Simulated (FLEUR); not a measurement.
# GaP (F-43m) in FLEUR: band structure with Wu-Cohen GGA

Aim: the band structure of GaP with Wu-Cohen GGA.

Everything below comes from runs of FLEUR MaX-R8.1 (patched build s14). Logs are shortened: lines on timing, memory, paths and dates and some standing lists are left out, and cuts for length are marked.

**What was measured.**

“Stacking defects in GaP nanowires: Electronic structure and optical properties”, 2018, arxiv:1810.01194 quotes, for a bulk crystal of GaP at 10 K: band gap 2.34 eV (indirect).

How close the calculation comes is told below.

## Step 1: Starting point

The structure is cubic, space group F-43m (No. 216). Conventional cell: a = 5.451 Å, b = 5.451 Å, c = 5.451 Å, α = 90.00°, β = 90.00°, γ = 90.00°. Ga (site symmetry -43m) has 4 P at 2.36 Å as nearest neighbours. Around P (site symmetry -43m) lie 4 Ga at 2.36 Å.

## Step 2: Band structure, Wu-Cohen GGA

inp.xml

```xml
<?xml version="1.0" encoding="UTF-8" standalone="no"?>
<fleurInput fleurInputVersion="0.39">
   <comment>
      GaP                                                                                                 
   </comment>
   <calculationSetup>
      <cutoffs Kmax="4.5" Gmax="22.5" GmaxXC="22.5" numbands="0"/>
      <scfLoop itmax="60" minDistance="0.00001" maxIterBroyd="15" imix="Anderson" alpha="0.05" precondParam="0.0" spinf="2.0"/>
      <coreElectrons ctail="T" frcor="F" kcrel="0" coretail_lmax="0"/>
      <xcFunctional name="wc" relativisticCorrections="F"/>
      <magnetism jspins="1"/>
      <soc l_soc="F" theta="0.0" phi="0.0" spav="F"/>
      <expertModes spex="0" secvar="F"/>
      <geometryOptimization l_f="F" forcealpha="1.0" forcemix="BFGS" epsdisp="0.00001" epsforce="0.00001"/>
      <ldaU l_linMix="F" mixParam="0.05" spinf="1.0"/>
   </calculationSetup>
   <cell>
      <bzIntegration valenceElectrons="32.0" mode="gauss" fermiSmearingEnergy="0.00734986">
         <kPointListSelection listName="default-1"/>
         <!-- k-points included here -->
         <xi:include xmlns:xi="http://www.w3.org/2001/XInclude" href="kpts.xml"> </xi:include>
      </bzIntegration>
      <!-- symmetry operations included here -->
[... 32 lines left out ...]
            <valenceConfig>(2p1/2) (2p3/2) (3s1/2) (3p1/2) (3p3/2)</valenceConfig>
            <stateOccupation state="(3p1/2)" spinUp="0.500000" spinDown="0.500000"/>
            <stateOccupation state="(3p3/2)" spinUp="1.000000" spinDown="1.000000"/>
         </electronConfig>
         <energyParameters s="3" p="3" d="3" f="4"/>
         <lo type="SCLO" l="1" n="2" eDeriv="0"/>
         <lo type="SCLO" l="0" n="3" eDeriv="2"/>
         <lo type="SCLO" l="2" n="3" eDeriv="2"/>
         <lo type="SCLO" l="3" n="4" eDeriv="2"/>
      </species>
   </atomSpecies>
   <atomGroups>
      <atomGroup species="Gallium (Ga)">
         <relPos label="                   1">.0000000000 .0000000000 .0000000000</relPos>
         <force calculate="T" relaxXYZ="TTT"/>
      </atomGroup>
      <atomGroup species="Phosphorous (P)">
         <relPos label="                   2">-1.000/4.000 -1.000/4.000 -1.000/4.000</relPos>
         <force calculate="T" relaxXYZ="TTT"/>
      </atomGroup>
   </atomGroups>
   <output dos="F" band="F" slice="F">
      <checks vchk="F" cdinf="F"/>
      <bandDOS minEnergy="-.5*Htr" maxEnergy="0.5*Htr" sigma="0.015" storeEVData="T"/>
      <vacuumDOS vacdos="F" integ="F" star="F" nstars="0" locx1="0.0" locy1="0.0" locx2="0.0" locy2="0.0" nstm="0" tworkf="0.0"/>
      <unfoldingBand unfoldBand="F" supercellX="1" supercellY="1" supercellZ="1"/>
      <plotting iplot="0" polar="F">
         <plot TwoD="T" vec1="  1.0  0.0  0.0" vec2="  0.0  1.0  0.0" vec3="  0.0  0.0  1.0" zero="  0.0  0.0  0.0" file="plot"/>
      </plotting>
      <chargeDensitySlicing numkpt="0" minEigenval="0.0" maxEigenval="0.0" nnne="0" pallst="F"/>
      <specialOutput eonly="F"/>
      <magneticCircularDichroism mcd="F" energyLo="-10.0" energyUp="0.0"/>
   </output>
  <!-- We include the file relax.xml here to enable relaxations (see documentation) -->
  <xi:include xmlns:xi="http://www.w3.org/2001/XInclude" href="relax.xml"> <xi:fallback/> </xi:include>
</fleurInput>
```

crystal.txt

```
GaP
&input cartesian=F /
0.0000000000  2.7252500000  2.7252500000
2.7252500000  0.0000000000  2.7252500000
2.7252500000  2.7252500000  0.0000000000
1.8897261246
1.0 1.0 1.0

2
31 0.0000000000  0.0000000000  0.0000000000
15 0.7500000000  0.7500000000  0.7500000000

&kpt div1=8 div2=8 div3=8 gamma=T /
```

inp.xml (bands)

```
<?xml version="1.0" encoding="UTF-8" standalone="no"?>
<fleurInput fleurInputVersion="0.39">
   <comment>
      GaP                                                                                                 
   </comment>
   <calculationSetup>
      <cutoffs Kmax="4.5" Gmax="22.5" GmaxXC="22.5" numbands="0"/>
      <scfLoop itmax="60" minDistance="0.00001" maxIterBroyd="15" imix="Anderson" alpha="0.05" precondParam="0.0" spinf="2.0"/>
      <coreElectrons ctail="T" frcor="F" kcrel="0" coretail_lmax="0"/>
      <xcFunctional name="wc" relativisticCorrections="F"/>
      <magnetism jspins="1"/>
      <soc l_soc="F" theta="0.0" phi="0.0" spav="F"/>
      <expertModes spex="0" secvar="F"/>
      <geometryOptimization l_f="F" forcealpha="1.0" forcemix="BFGS" epsdisp="0.00001" epsforce="0.00001"/>
      <ldaU l_linMix="F" mixParam="0.05" spinf="1.0"/>
   </calculationSetup>
   <cell>
      <bzIntegration valenceElectrons="32.0" mode="gauss" fermiSmearingEnergy="0.00734986">
         <kPointListSelection listName="path-1"/>
         <!-- k-points included here -->
         <xi:include xmlns:xi="http://www.w3.org/2001/XInclude" href="kpts.xml"> </xi:include>
      </bzIntegration>
      <!-- symmetry operations included here -->
[... 30 lines left out ...]
         <electronConfig flipSpins="F">
            <coreConfig>(1s1/2) (2s1/2)</coreConfig>
            <valenceConfig>(2p1/2) (2p3/2) (3s1/2) (3p1/2) (3p3/2)</valenceConfig>
            <stateOccupation state="(3p1/2)" spinUp="0.500000" spinDown="0.500000"/>
            <stateOccupation state="(3p3/2)" spinUp="1.000000" spinDown="1.000000"/>
         </electronConfig>
         <energyParameters s="3" p="3" d="3" f="4"/>
         <lo type="SCLO" l="1" n="2" eDeriv="0"/>
         <lo type="SCLO" l="0" n="3" eDeriv="2"/>
         <lo type="SCLO" l="2" n="3" eDeriv="2"/>
         <lo type="SCLO" l="3" n="4" eDeriv="2"/>
      </species>
   </atomSpecies>
   <atomGroups>
      <atomGroup species="Gallium (Ga)">
         <relPos label="                   1">.0000000000 .0000000000 .0000000000</relPos>
         <force calculate="T" relaxXYZ="TTT"/>
      </atomGroup>
      <atomGroup species="Phosphorous (P)">
         <relPos label="                   2">-1.000/4.000 -1.000/4.000 -1.000/4.000</relPos>
         <force calculate="T" relaxXYZ="TTT"/>
      </atomGroup>
   </atomGroups>
   <output dos="F" band="T" slice="F">
      <checks vchk="F" cdinf="F"/>
      <bandDOS minEnergy="-.5*Htr" maxEnergy="0.5*Htr" sigma="0.015" storeEVData="T"/>
      <vacuumDOS vacdos="F" integ="F" star="F" nstars="0" locx1="0.0" locy1="0.0" locx2="0.0" locy2="0.0" nstm="0" tworkf="0.0"/>
      <unfoldingBand unfoldBand="F" supercellX="1" supercellY="1" supercellZ="1"/>
      <plotting iplot="0" polar="F">
         <plot TwoD="T" vec1="  1.0  0.0  0.0" vec2="  0.0  1.0  0.0" vec3="  0.0  0.0  1.0" zero="  0.0  0.0  0.0" file="plot"/>
      </plotting>
      <chargeDensitySlicing numkpt="0" minEigenval="0.0" maxEigenval="0.0" nnne="0" pallst="F"/>
      <specialOutput eonly="F"/>
      <magneticCircularDichroism mcd="F" energyLo="-10.0" energyUp="0.0"/>
   </output>
  <!-- We include the file relax.xml here to enable relaxations (see documentation) -->
  <xi:include xmlns:xi="http://www.w3.org/2001/XInclude" href="relax.xml"> <xi:fallback/> </xi:include>
</fleurInput>
```

Potentials or basis: all-electron, FLAPW.

Started as:

```
$ inpgen -f crystal.txt -profile moderate
$ # inp.xml edited to the form shown
$ fleur
$ fleur   # second run, on inp.xml (bands)
```

Log:

```text
Welcome to FLEUR        (www.flapw.de)
      MaX-Release 8.1          (www.max-centre.eu)

 ========== k-point set info ==========
 Selected k-point list: default-1
 k-point list type: mesh
 8 x 8 x 8
 Number of k points: 29

 ------------Calculation Setup---------------------------
 Number of OMP-threads    :            1
 Number of basis functions:          528
 Approximate size of matrices (H+S) per k-point:         0.008 GB
 --------------------------------------------------------
 Iteration:     1   Distance:       8.21198205 me/bohr^3
 Iteration:     2   Distance:       7.50592742 me/bohr^3
 Iteration:     3   Distance:       4.12145546 me/bohr^3
 Iteration:     4   Distance:       1.27715695 me/bohr^3
 Iteration:     5   Distance:       1.03496760 me/bohr^3
 Iteration:     6   Distance:       0.24449070 me/bohr^3
 Iteration:     7   Distance:       0.10421123 me/bohr^3
 Iteration:     8   Distance:       0.03078530 me/bohr^3
 Iteration:     9   Distance:       0.00511393 me/bohr^3
 Iteration:    10   Distance:       0.00294515 me/bohr^3
 Iteration:    11   Distance:       0.00046539 me/bohr^3
 Iteration:    12   Distance:       0.00040934 me/bohr^3
 Iteration:    13   Distance:       0.00009622 me/bohr^3
 Iteration:    14   Distance:       0.00001101 me/bohr^3
 Iteration:    15   Distance:       0.00000507 me/bohr^3

 ********************************************************************
 Run finished successfully
 Stop message:
   all done
 ********************************************************************
```

output (bands):

```text
Welcome to FLEUR        (www.flapw.de)
      MaX-Release 8.1          (www.max-centre.eu)

 ========== k-point set info ==========
 Selected k-point list: path-1
 k-point list type: path
 Number of k points: 60

 ------------Calculation Setup---------------------------
 Number of OMP-threads    :            1
 Number of basis functions:          528
 Approximate size of matrices (H+S) per k-point:         0.008 GB
 --------------------------------------------------------
 Fermi energy correction for metals:
 Fermi energy in bands.* files may not be consistent with last density.
 Please correct it manually (e.g. in band.gnu file).

 Note: Band structure data (together with different weights) is also stored in the banddos.hdf file.
       A convenient way of extracting and plotting the data from that file is by making use of the

 ********************************************************************
 Run finished successfully
 Stop message:
   Charge density postprocessing done.
 ********************************************************************
```

out.xml (last iteration):

```text
<iteration numberForCurrentRun="   15" overallNumber="   15">
         <energyParameters units="Htr">
            <atomicEP atomType="1" spin="1" branch="4s" branchLowest="-5.05" branchHighest="1.21" value="-0.0637429596"/>
            <atomicEP atomType="1" spin="1" branch="4p" branchLowest="-3.24" branchHighest="1.88" value="0.1212410596"/>
            <atomicEP atomType="1" spin="1" branch="3d" branchLowest="-9.99" branchHighest="-0.27" value="-0.3165928149"/>
            <atomicEP atomType="1" spin="1" branch="4f" branchLowest="-9.99" branchHighest="3.66" value="0.4666223453"/>
            <loAtomicEP atomType="1" spin="1" branch="3s" branchLowest="-45.97" branchHighest="-5.05" value="-5.0485588402"/>
            <loAtomicEP atomType="1" spin="1" branch="3p" branchLowest="-39.98" branchHighest="-3.24" value="-3.2448161782"/>
            <loAtomicEP atomType="1" spin="1" branch="3p" branchLowest="-39.98" branchHighest="-3.24" value="-3.2448161782"/>
            <heloAtomicEP atomType="1" spin="1" branch="4d" branchLowest="2.25" branchHighest="2.25" value="2.2519450689"/>
            <heloAtomicEP atomType="1" spin="1" branch="4d" branchLowest="2.25" branchHighest="2.25" value="2.2519450689"/>
            <loAtomicEP atomType="1" spin="1" branch="4f" branchLowest="-9.99" branchHighest="3.66" value="0.4666210880"/>
            <atomicEP atomType="2" spin="1" branch="3s" branchLowest="-5.95" branchHighest="1.15" value="-0.2559174432"/>
            <atomicEP atomType="2" spin="1" branch="3p" branchLowest="-4.13" branchHighest="1.69" value="-0.0428235287"/>
            <atomicEP atomType="2" spin="1" branch="3d" branchLowest="-9.99" branchHighest="2.14" value="0.1627079289"/>
            <atomicEP atomType="2" spin="1" branch="4f" branchLowest="-9.99" branchHighest="4.84" value="0.3294167560"/>
            <loAtomicEP atomType="2" spin="1" branch="2p" branchLowest="-9.99" branchHighest="-4.13" value="-4.1380714994"/>
            <loAtomicEP atomType="2" spin="1" branch="3s" branchLowest="-5.95" branchHighest="1.15" value="-0.2559174432"/>
            <loAtomicEP atomType="2" spin="1" branch="3d" branchLowest="-9.99" branchHighest="2.14" value="0.1627051518"/>
            <loAtomicEP atomType="2" spin="1" branch="4f" branchLowest="-9.99" branchHighest="4.84" value="0.3294155454"/>
         </energyParameters>
         <eigenvalues>
            <eigenvaluesAt spin="1" ikpt="1" k_x="0.00000000" k_y="0.00000000" k_z="0.00000000">
                      -5.0485572747       -4.1379460520       -4.1379460520       -4.1379460520       -3.2435921208
                      -3.2435921208       -3.2435921208       -0.3252647567       -0.3252647567       -0.3252647567
                      -0.3215943781       -0.3215943781       -0.2501991019        0.2099911618        0.2099911618
                       0.2099911618        0.2726473785        0.3507359781        0.3507359781        0.3507359781
                       0.5241335070        0.5670483296        0.5670483296        0.6613023750        0.6613023750
            </eigenvaluesAt>
            <eigenvaluesAt spin="1" ikpt="2" k_x="0.00000000" k_y="0.00000000" k_z="0.12500000">
                      -5.0485572382       -4.1379456713       -4.1379456713       -4.1379452956       -3.2435920535
[... 16 lines left out ...]
                       0.1730768418        0.2723053922        0.3836184955        0.3836184955        0.4983285775
                       0.5644630360        0.5803788112        0.5803788112        0.7532054066        0.7805477251
            </eigenvaluesAt>
         </eigenvalues>
         <FermiEnergy value="0.2372908149" units="Htr"/>
         <valenceDensity>
            <mtCharges spin="1">
               <mtCharge atomType="1" total="19.3020829" s="2.7226055" p="6.6648253" d="9.9005080" f="0.0112335"/>
               <mtCharge atomType="2" total="8.5989232" s="1.0294349" p="7.5292402" d="0.0369409" f="0.0025760"/>
            </mtCharges>
            <spinDependentCharge spin="1" total="32.0000000" interstitial="4.0989940" mtSpheres="27.9010060"/>
            <totalCharge value="32.0000000000"/>
         </valenceDensity>
         <coreStates atomType="     1" atomicNumber=" 31" spin="1" kinEnergy="   1694.8822230594" eigValSum="  -1082.6363985250" lostElectrons=" 0.000000">
            <state n="1" l="0" j="0.5" energy="-375.3683915586" weight="1.0000000000"/>
            <state n="2" l="0" j="0.5" energy="-45.9729929000" weight="1.0000000000"/>
            <state n="2" l="1" j="0.5" energy="-40.6699456912" weight="1.0000000000"/>
            <state n="2" l="1" j="1.5" energy="-39.6534345563" weight="2.0000000000"/>
         </coreStates>
         <coreStates atomType="     2" atomicNumber=" 15" spin="1" kinEnergy="    245.2033672043" eigValSum="   -164.0834409053" lostElectrons=" 0.000157">
            <state n="1" l="0" j="0.5" energy="-76.0946111619" weight="1.0000000000"/>
            <state n="2" l="0" j="0.5" energy="-5.9471092907" weight="1.0000000000"/>
         </coreStates>
         <allElectronCharges>
            <spinDependentCharge spin="1" total="46.0000000" interstitial="4.0991501" mtSpheres="41.9008499"/>
            <totalCharge value="45.9999999980"/>
         </allElectronCharges>
         <totalEnergy                                    value="    -2285.5491239662" units="Htr">
            <sumOfEigenvalues                            value="    -1304.1738367092">
               <coreElectrons value="-1246.7198394302"/>
               <valenceElectrons value="-57.4539972789"/>
            </sumOfEigenvalues>
            <densityCoulombPotentialIntegral value="-3500.7816573318"/>
            <densityEffectivePotentialIntegral value="-3628.9634272386"/>
            <chargeDenXCDenIntegral value="-98.2026124345"/>
            <FockExchangeEnergyValence value="0.0000000000"/>
            <FockExchangeEnergyCore value="0.0000000000"/>
            <atomTypeDependentContributions atomType="1">
               <electronNucleiInteractionDifferentMTs value="2336.8659533403"/>
               <MadelungTerm value="-13.9469169611"/>
            </atomTypeDependentContributions>
            <atomTypeDependentContributions atomType="2">
               <electronNucleiInteractionDifferentMTs value="401.4473650474"/>
               <MadelungTerm value="-9.4850380463"/>
            </atomTypeDependentContributions>
            <tkbTimesEntropy value="0.0000000000"/>
            <freeEnergy value="-2285.5491239662"/>
            <extrapolationTo0K value="-2285.5491239662"/>
         </totalEnergy>
         <densityConvergence units="me/bohr^3">
            <chargeDensity spin="1" distance="0.0000050674"/>
         </densityConvergence>
      </iteration>
```

Run time: 62 s. Hardware: 1 thread of AMD EPYC 7B13 (Zen 3), shared host; peak memory 0.09 GiB.

What came out:

| Property | Result |
| --- | --- |
| Free energy | -62192.9600 eV |
| Band gap on the k mesh | 1.51 eV, indirect (least direct gap 1.70 eV) |
| Band gap along the path | 1.46 eV, indirect (least direct gap 1.70 eV) |
| Valence electrons inside the program's atomic spheres | Ga 19.30; P 8.60 (radii Ga 2.19, P 1.94 bohr) |

Levels at the corners of the path, in eV from the valence-band top:
```
point  band 12  band 13  band 14  band 15  band 16  band 17  band 18  band 19  band 20  band 21
    Γ   -14.47   -12.52     0.00     0.00     0.00     1.70     3.83     3.83     3.83     8.55
    X   -14.44    -9.53    -6.81    -2.70    -2.70     1.51     1.71    10.52    10.52    11.05
    W   -14.46    -9.43    -6.60    -3.62    -3.47     4.59     4.82     6.01     6.02    11.49
    K   -14.45    -9.56    -6.60    -3.99    -2.27     2.07     4.71     8.16     8.18     9.18
    Γ   -14.47   -12.52     0.00     0.00     0.00     1.70     3.83     3.83     3.83     8.55
    L   -14.46   -10.44    -6.69    -1.13    -1.13     1.57     4.65     4.65     8.07    10.71
    U   -14.45    -9.56    -6.60    -3.99    -2.27     2.07     4.71     8.16     8.18     9.18
    W   -14.46    -9.43    -6.60    -3.62    -3.47     4.59     4.82     6.01     6.02    11.49
    L   -14.46   -10.44    -6.69    -1.13    -1.13     1.57     4.65     4.65     8.07    10.71
    K   -14.45    -9.56    -6.60    -3.99    -2.27     2.07     4.71     8.16     8.18     9.18
    U   -14.45    -9.56    -6.60    -3.99    -2.27     2.07     4.71     8.16     8.18     9.18
    X   -14.44    -9.53    -6.81    -2.70    -2.70     1.51     1.71    10.52    10.52    11.05
```

Core levels (eV from the Fermi level):
| atom | levels |
| --- | --- |
| 1 Ga | 1s1/2 -10220.8, 2s1/2 -1257.4, 2p1/2 -1113.1, 2p3/2 -1085.5 |
| 2 P | 1s1/2 -2077.1, 2s1/2 -168.3 |

## Step 3: Comparison with measurements

Step 2. Against the measured gap of GaP, 2.34 eV (indirect; 10 K; quoted in “Stacking defects in GaP nanowires: Electronic structure and optical properties”, 2018, arxiv:1810.01194), the calculated 1.46 eV is off by -0.88 eV. Spin-orbit coupling on Ga is left out. The value is that of Wu-Cohen GGA, without temperature or zero-point motion.
